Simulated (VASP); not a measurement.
# PbSe (Clausthalite) (Fm-3m) in VASP: further runs, part 2 of 2

VASP 6.6.1. The steps go on from the part before.

### 3 Phonons, PBEsol

POSCAR reads:

```
PbSe
1.0
    0.0000000000      3.0606500000      3.0606500000
    3.0606500000      0.0000000000      3.0606500000
    3.0606500000      3.0606500000      0.0000000000
Pb Se
1 1
Direct
    0.0000000000      0.0000000000      0.0000000000
    0.5000000000      0.5000000000      0.5000000000
```

INCAR.step1 reads:

```
PREC = Accurate ; ENCUT = 600
EDIFF = 1E-8 ; ISMEAR = -1
SIGMA = 0.05 ; LREAL = False
LASPH = True ; NELM = 80
ALGO = Fast ; ISIF = 3
LWAVE = False ; LCHARG = False
GGA = PS ; IBRION = 2
NSW = 40 ; EDIFFG = -0.002
```

INCAR.step2 reads:

```
PREC = Accurate ; ENCUT = 600
EDIFF = 1E-8 ; ISMEAR = -1
SIGMA = 0.05 ; LREAL = False
LASPH = True ; NELM = 80
ALGO = Fast ; ISIF = 2
LWAVE = False ; LCHARG = False
GGA = PS ; IBRION = 8
NSW = 1
```

KPOINTS reads:

```
regular mesh
0
Gamma
  6 6 6
```

Potentials or basis: VASP PAW PBE potentials, release 64 (Pb_d, Se).

On the command line:

```bash
$ cat potpaw_PBE.64/Pb_d/POTCAR potpaw_PBE.64/Se/POTCAR > POTCAR
$ cp INCAR.step1 INCAR
$ mpirun -np 1 vasp_std > vasp.out
$ cp CONTCAR POSCAR
$ cp INCAR.step2 INCAR
$ mpirun -np 1 vasp_std > vasp.out
```

OUTCAR:

```text
PREC = Accurate
   ENCUT = 600
   EDIFF = 1E-8
   ISMEAR = -1
   LREAL = False
   LASPH = True
   NELM = 80
   ISIF = 2
   GGA = PS
   IBRION = 8
   NSW = 1

 ion  position               nearest neighbor table
   1  0.000  0.000  0.000-   2 3.05   2 3.05   2 3.05   2 3.05   2 3.05   2 3.05
   2  0.500  0.500  0.500-   1 3.05   1 3.05   1 3.05   1 3.05   1 3.05   1 3.05

  LATTYP: Found a face centered cubic cell.
 ALAT       =     6.1000357425

  Lattice vectors:

 A1 = (   0.0000000000,   3.0500178712,   3.0500178712)
 A2 = (   3.0500178712,   0.0000000000,   3.0500178712)
 A3 = (   3.0500178712,   3.0500178712,   0.0000000000)

Analysis of symmetry for initial positions (statically):
=====================================================================
 Subroutine PRICEL returns:
 Original cell was already a primitive cell.

 Routine SETGRP: Setting up the symmetry group for a
 face centered cubic supercell.

[... 491 lines left out ...]

 INTERNAL STRAIN TENSOR  FOR ION    2  DIRECTION 1   (eV/Angst):
 -----------------------------------------------------------------------------
    -0.00875 -0.00000  0.00000
    -0.00000  0.00922  0.00000
     0.00000  0.00000  0.00922

 INTERNAL STRAIN TENSOR FOR ION    2 for displacements in x,y,z  (eV/Angst):
          X           Y           Z          XY          YZ          ZX
  --------------------------------------------------------------------------------
  x     0.00000     0.00000     0.00000     0.00000     0.00000     0.00000
  y     0.00000     0.00000     0.00000     0.00000     0.00000     0.00000
  z     0.00000     0.00000     0.00000     0.00000     0.00000     0.00000

 SECOND DERIVATIVES (NOT SYMMETRIZED)
 ------------------------------------
               1X          1Y          1Z          2X          2Y          2Z
  1X    -0.114124    0.000000    0.000000    0.114124    0.000000    0.000000
  1Y     0.000000   -0.114124    0.000000    0.000000    0.114124    0.000000
  1Z     0.000000    0.000000   -0.114124    0.000000    0.000000    0.114124
  2X     0.111987    0.000000    0.000000   -0.111987    0.000000    0.000000
  2Y     0.000000    0.111987    0.000000    0.000000   -0.111987    0.000000
  2Z     0.000000    0.000000    0.111987    0.000000    0.000000   -0.111987

 Eigenvectors and eigenvalues of the dynamical matrix
 ----------------------------------------------------

   1 f  =    0.693720 THz     4.358773 2PiTHz   23.140016 cm-1     2.868995 meV
             X         Y         Z           dx          dy          dz
      0.000000  0.000000  0.000000     0.000000    0.000000   -0.528896
      3.050018  3.050018  3.050018     0.000000    0.000000    0.848687
[... 21 lines left out ...]
   6 f/i=    0.002944 THz     0.018497 2PiTHz    0.098198 cm-1     0.012175 meV
             X         Y         Z           dx          dy          dz
      0.000000  0.000000  0.000000    -0.373799    0.645445    0.404899
      3.050018  3.050018  3.050018    -0.232949    0.402238    0.252331

--------------------------------------------------------------------------------------------------------

 ELASTIC MODULI CONTR FROM IONIC RELAXATION (kBar)
 Direction    XX          YY          ZZ          XY          YZ          ZX
 --------------------------------------------------------------------------------
 XX           0.0000      0.0000      0.0000      0.0000      0.0000      0.0000
 YY           0.0000      0.0000      0.0000      0.0000      0.0000      0.0000
 ZZ           0.0000      0.0000      0.0000      0.0000      0.0000      0.0000
 XY           0.0000      0.0000      0.0000      0.0000      0.0000      0.0000
 YZ           0.0000      0.0000      0.0000      0.0000      0.0000      0.0000
 ZX           0.0000      0.0000      0.0000      0.0000      0.0000      0.0000
 --------------------------------------------------------------------------------
```

Run time: 2.2 min. Hardware: 1 thread of Intel Xeon Platinum 8488C (Sapphire Rapids), shared host; peak memory 0.28 GiB.

Results:

```
Relaxed volume                                          : 28.37 Å³/atom
Relaxed cell                                            : a = 4.313 Å, b = 4.313 Å, c = 4.313 Å, α = 60.00°, β = 60.00°, γ = 60.00°
Space group after relaxing (to 0.05 Å)                  : Fm-3m (No. 225)
Highest phonon frequency at Γ, LO-TO splitting left out : 23 cm⁻¹
```

Step by step:
| step | energy change (eV) | largest force (eV/Å) | pressure (GPa) | volume (Å³) |
| --- | --- | --- | --- | --- |
| 1 | 0.0000 | 0.0000 | -0.54 | 57.34 |
| 2 | -0.0009 | 0.0000 | 0.19 | 56.55 |
| 3 | -0.0010 | 0.0000 | 0.00 | 56.75 |

Final structure:
```
CELL_PARAMETERS angstrom
0.00000 3.05002 3.05002
3.05002 0.00000 3.05002
3.05002 3.05002 0.00000
ATOMIC_POSITIONS crystal
Pb 0.00000 0.00000 0.00000
Se 0.50000 0.50000 0.50000
```

Phonon frequencies in cm⁻¹ (negative: imaginary):
```tsv
q point	frequencies
(0.000, 0.000, 0.000)	0 0 0 23 23 23
```

Caveat: the PAW data sets were made with another functional, which shifts forces and pressure a little.

### 4 Elastic constants, PBEsol

POSCAR is that of step 3.

INCAR.step1 reads:

```
SYSTEM = PbSe
PREC = Accurate
ENCUT = 600
EDIFF = 1E-8
ISMEAR = -1
SIGMA = 0.05
LREAL = .False.
LASPH = .True.
NELM = 80
ALGO = Fast
ISIF = 3
LWAVE = .False.
LCHARG = .False.
GGA = PS
IBRION = 2
NSW = 40
EDIFFG = -0.002
```

INCAR.step2 reads:

```
SYSTEM = PbSe
PREC = Accurate
ENCUT = 600
EDIFF = 1E-8
ISMEAR = -1
SIGMA = 0.05
LREAL = .False.
LASPH = .True.
NELM = 80
ALGO = Fast
ISIF = 3
LWAVE = .False.
LCHARG = .False.
GGA = PS
IBRION = 6
NFREE = 2
POTIM = 0.015
NSW = 1
```

KPOINTS reads:

```
Automatic mesh
0
Gamma
  6 6 6
  0 0 0
```

On the command line:

```bash
$ cat potpaw_PBE.64/Pb_d/POTCAR potpaw_PBE.64/Se/POTCAR > POTCAR
$ cp INCAR.step1 INCAR
$ mpirun -np 1 vasp_std > vasp.out
$ cp CONTCAR POSCAR
$ cp INCAR.step2 INCAR
$ mpirun -np 1 vasp_std > vasp.out
```

It took 9.1 min on 1 thread of Intel Xeon Platinum 8488C (Sapphire Rapids), shared host; peak memory 0.32 GiB.

The run converged. Its results:

```
Relaxed volume                                          : 28.37 Å³/atom
Relaxed cell                                            : a = 4.313 Å, b = 4.313 Å, c = 4.313 Å, α = 60.00°, β = 60.00°, γ = 60.00°
Space group after relaxing (to 0.05 Å)                  : Fm-3m (No. 225)
Elastic constants C11, C12, C44                         : 138, 10, 15 GPa
Voigt bulk modulus                                      : 52 GPa
Highest phonon frequency at Γ, LO-TO splitting left out : 23 cm⁻¹
```

Step by step:
```
step  energy change (eV)  largest force (eV/Å)  pressure (GPa)  volume (Å³)
   1              0.0000                0.0000           -0.54        57.34
   2             -0.0009                0.0000            0.19        56.55
   3             -0.0010                0.0000            0.00        56.75
```

Final structure:
```cif
data_structure
_symmetry_space_group_name_H-M 'P 1'
_symmetry_Int_Tables_number 1
_cell_length_a 4.3134
_cell_length_b 4.3134
_cell_length_c 4.3134
_cell_angle_alpha 60.000
_cell_angle_beta 60.000
_cell_angle_gamma 60.000
_cell_volume 56.75
loop_
_atom_site_label
_atom_site_type_symbol
_atom_site_fract_x
_atom_site_fract_y
_atom_site_fract_z
_atom_site_occupancy
Pb1 Pb 0.00000 0.00000 0.00000 1
Se1 Se 0.50000 0.50000 0.50000 1
```

Phonon frequencies in cm⁻¹ (negative: imaginary):
```tsv
q point	frequencies
(0.000, 0.000, 0.000)	-1 -1 -1 23 23 23
```

Elastic tensor in Voigt notation (GPa, in the Cartesian axes of the cell as first typed):
```
138  10  10   0   0   0
 10 138  10   0   0   0
 10  10 138   0   0   0
  0   0   0  15   0   0
  0   0   0   0  15   0
  0   0   0   0   0  15
```

Clamped-ion elastic tensor (GPa):
```
138  10  10   0   0   0
 10 138  10   0   0   0
 10  10 138   0   0   0
  0   0   0  15   0   0
  0   0   0   0  15   0
  0   0   0   0   0  15
```

Caveat: the PAW data sets were made with another functional, which shifts forces and pressure a little. Spin-orbit coupling is left out, which matters for the levels of Pb.

### 5 Against experiment

Step 2. Measured gap of PbSe: 0.15 eV (direct; 4.2 K; a printed reference work, monograph). This calculation gives 0.29 eV (+0.14 eV). 2 values of this kind are on record (0.15 to 0.28 eV); this one was drawn at random. Spin-orbit coupling on Pb, Se is left out. The value is that of PBE on a finite k mesh, which can miss the band edges, without temperature or zero-point motion.
